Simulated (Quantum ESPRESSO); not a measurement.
Input of a Quantum ESPRESSO 7.5 run:

Contents of pw.in:

```
&CONTROL
  calculation = 'vc-relax'
  prefix = 'pwscf'
  outdir = './tmp'
  pseudo_dir = './pseudo'
  tprnfor = .true.
  tstress = .true.
  disk_io = 'low'
  nstep = 40
  forc_conv_thr = 0.0004
  etot_conv_thr = 1d-05
/
&SYSTEM
  ibrav = 0
  nat = 2
  ntyp = 2
  ecutwfc = 80
  nbnd = 15
  occupations = 'fixed'
/
&ELECTRONS
  conv_thr = 4d-10
  electron_maxstep = 120
  mixing_beta = 0.5
/
&IONS
  ion_dynamics = 'bfgs'
/
&CELL
  cell_dynamics = 'bfgs'
  press = 180
  press_conv_thr = 0.3
/
ATOMIC_SPECIES
Ga    69.7230 Ga.upf
P     30.9738 P.upf
CELL_PARAMETERS angstrom
   0.0000000000    2.7250000000    2.7250000000
   2.7250000000    0.0000000000    2.7250000000
   2.7250000000    2.7250000000    0.0000000000
ATOMIC_POSITIONS crystal
Ga     0.0000000000    0.0000000000    0.0000000000
P      0.2500000000    0.2500000000    0.2500000000
K_POINTS automatic
10 10 10 0 0 0
```

Potentials or basis: PseudoDojo 0.4.1 SR LDA standard.

The run is started by

```console
$ OMP_NUM_THREADS=1 pw.x -in pw.in > pw.out
```

**Question.** Predict the space group after relaxing (to 0.05 Å).

**Answer.** F-43m (No. 216).

**Question.** Estimate the relaxed volume.

**Answer.** 16.90 Å³/atom.

**Question.** Estimate the band gap on the k mesh.

**Answer.** 1.10 eV, indirect (least direct gap 3.14 eV).

**Question.** What does it give for the relaxed cell?

**Answer.** a = 3.629 Å, b = 3.629 Å, c = 3.629 Å, α = 60.00°, β = 60.00°, γ = 60.00°.

Final structure:
```yaml
crystal:
  lattice:
    - [0.00000, 2.56628, 2.56628]
    - [2.56628, 0.00000, 2.56628]
    - [2.56628, 2.56628, 0.00000]
  atoms:
    - { symbol: Ga, position: [0.00000, 0.00000, 0.00000] }
    - { symbol: P, position: [0.25000, 0.25000, 0.25000] }
```

Caveat: the volume moved by over 15 % at a fixed basis, so the end points are rough. A k mesh can miss the band edges.
